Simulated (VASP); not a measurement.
# ZnS (F-43m): a series in a change of volume, part 2 of 2

Wanted: the response of ZnS to a change of volume, as a table, with a fit that predicts a row left out.

VASP 6.6.1, plane waves and PAW; the level of theory is named at each step.

So far. Step 5 (Band edges, r2SCAN with spin-orbit coupling): The run ends at a pressure of 1.39 GPa.

## Step 6: All members

Runs beyond LDA use the data sets made with LDA; this shifts their levels slightly, and their total energies have another zero (at TB-mBJ, which has no energy functional, they mean nothing).

The other members went through these steps as far as the tables show, with the same cutoff and, step by step, the same mesh; 25 runs are not shown. The session took 4.4 core hours (wall time by ranks) on a shared machine.

```csv
volume over the relaxed volume,volume (Å³/atom),pressure (GPa),energy above the unstrained row (meV/atom),"gap on the mesh, LDA (eV)"
0.940,17.499,6.116,20.977,2.438
0.955,17.779,4.392,11.601,2.364
0.970,18.058,2.799,5.132,2.291
0.985,18.337,1.329,1.338,2.220
1,18.616,-0.028,0.000,2.150
1.015,18.895,-1.282,0.932,2.082
1.030,19.175,-2.432,3.946,2.016
1.045,19.454,-3.491,8.910,1.951
1.060,19.733,-4.467,15.647,1.887
```

A cubic of the pressure in ln(V/V₀) through all rows has the slope −B at V₀: B = 87 GPa, and its curvature gives B′ = 4.4.

Band edges at TB-mBJ with spin-orbit coupling, counted from the valence-band top at Γ, spin-orbit pairs averaged, with one row partly withheld:

| volume over the relaxed volume | gap (eV) | conduction band at Γ (eV) | Δ or X valley along z (eV) | lowest conduction level at L, [111] (eV) | second valence level below the top (eV) | third valence level below the top (eV) |
| --- | --- | --- | --- | --- | --- | --- |
| 0.940 | 4.139 | 4.139 | 4.192 | 4.844 | 0.000 | 0.037 |
| 0.955 | 4.076 | 4.076 | 4.243 | 4.828 | 0.000 | 0.038 |
| 0.970 | 4.014 | 4.014 | 4.291 | 4.810 | 0.000 | 0.038 |
| 0.985 | 3.953 | 3.953 | 4.337 | 4.793 | 0.000 | 0.039 |
| 1 | 3.892 | 3.892 | 4.381 | 4.775 | 0.000 | 0.040 |
| 1.015 | 3.833 | 3.833 | 4.423 | 4.755 | 0.000 | 0.040 |
| 1.030 | 3.774 | 3.774 | 4.462 | 4.736 | 0.000 | 0.041 |
| 1.045 | ? | ? | 4.501 | 4.716 | 0.000 | 0.042 |
| 1.060 | 3.663 | 3.663 | 4.540 | 4.696 | 0.000 | 0.042 |

Conduction masses, in electron masses (the axis is [001]):

| volume over the relaxed volume | conduction mass at Γ, along the strain axis or the normal of the plane |
| --- | --- |
| 0.940 | 0.271 |
| 0.955 | 0.271 |
| 0.970 | 0.269 |
| 0.985 | 0.260 |
| 1 | 0.261 |
| 1.015 | 0.267 |
| 1.030 | 0.267 |
| 1.045 | 0.265 |
| 1.060 | 0.263 |

Band edges at r2SCAN with spin-orbit coupling, counted from the valence-band top at Γ, spin-orbit pairs averaged:

```
volume over the relaxed volume  gap (eV)  conduction band at Γ (eV)  Δ or X valley along z (eV)  lowest conduction level at L, [111] (eV)  second valence level below the top (eV)  third valence level below the top (eV)
                         0.940     3.236                      3.236                       3.413                                     4.020                                    0.000                                   0.052
                         0.955     3.158                      3.158                       3.455                                     3.992                                    0.000                                   0.053
                         0.970     3.081                      3.081                       3.495                                     3.964                                    0.000                                   0.054
                         0.985     3.006                      3.006                       3.534                                     3.936                                    0.000                                   0.054
                             1     2.933                      2.933                       3.571                                     3.908                                    0.000                                   0.055
                         1.015     2.861                      2.861                       3.607                                     3.879                                    0.000                                   0.055
                         1.030     2.790                      2.790                       3.642                                     3.850                                    0.000                                   0.056
                         1.045     2.722                      2.722                       3.675                                     3.821                                    0.000                                   0.057
                         1.060     2.655                      2.655                       3.706                                     3.792                                    0.000                                   0.057
```

Conduction masses, in electron masses (the axis is [001]):

```
volume over the relaxed volume  conduction mass at Γ, along the strain axis or the normal of the plane
                         0.940                                                                   0.212
                         0.955                                                                   0.208
                         0.970                                                                   0.207
                         0.985                                                                   0.203
                             1                                                                   0.200
                         1.015                                                                   0.200
                         1.030                                                                   0.196
                         1.045                                                                   0.193
                         1.060                                                                   0.193
```

## Step 7: Fit and prediction

The quantity to fit is the conduction level at Γ above the mean of the three top valence levels at TB-mBJ with spin-orbit coupling: 4.151, 4.089, 4.027, 3.966, 3.905, 3.846, 3.788, 3.678 eV in the rows shown.

A least-squares parabola through the 8 rows shown, with u the logarithm of the volume ratio: E = 0.5239 u² − 3.950 u + 3.905 (eV), r.m.s. residual 5.8e-4 eV.

At u = 0.04402 this predicts 3.7325 eV.

## Step 8: Checking the prediction

The calculation gives 3.7319 eV, so the prediction is 0.0006 eV too high, within twice the residual of the fit.

## Step 9: Results

```yaml
bulk_modulus: 87 GPa
gap_of_the_unstrained_cell_tb_mbj_with_spin_orbit_coupling: 3.89 eV
gap_of_the_unstrained_cell_r2scan_with_spin_orbit_coupling: 2.93 eV
de_d_ln_v_of_the_conduction_level_at_gamma_above_the_mean_of_the_three_top_valence_levels_tb_mbj_with_spin_orbit_coupling: -3.95 eV
error_of_the_predicted_row: 0.6 meV
```

The slope of the energy gives 0.10 GPa at the relaxed volume where the pressure column has -0.03 GPa, a mark of the finite basis. At TB-mBJ with spin-orbit coupling the lowest conduction valley is Γ throughout, and the gap runs between 3.66 and 4.14 eV. At r2SCAN with spin-orbit coupling the lowest conduction valley is Γ throughout, and the gap runs between 2.65 and 3.24 eV. Hole masses are left out throughout, since the top bands are degenerate or cross in many series; of conduction masses, those of the Γ, L and (for Si and Ge under (001) strain) Δ valleys are kept where they change by under an eighth between rows. A measured gap of unstrained ZnS is 3.85 eV (arxiv:0911.5022, direct gap E0 at Gamma, 19 K); the static gaps here belong to the lattice relaxed at LDA. TB-mBJ is a potential fitted for gaps; it has no energy functional, so its total energies and forces mean nothing, and its bands tend to come out too narrow. r2SCAN opens gaps somewhat over GGA but leaves them below measured values as a rule. Δ or X levels are the lowest on their line, refined by a parabola unless they lie at X; the gap is read from all points sampled and can differ from the lowest valley by some meV, or by tens of meV where strain moves the valence top off Γ. Temperature, zero-point motion and excitons are left out.

[Lines on the potential files, build, host, timing and source positions are cut from VASP's logs without a mark.]

[Logs are printed without paths, hosts, clocks, repeated set-up lines and the standing remarks that a program may print on its own settings, such as how far it seeks lower states.]

[Hosts, paths, dates, database ids (printed as entryN), source tags and the programs' standing remarks are cut or masked in the printed files.]

[In band tables of VASP the shares of atoms and orbitals are scaled to a sum of 1 inside the atoms' spheres.]
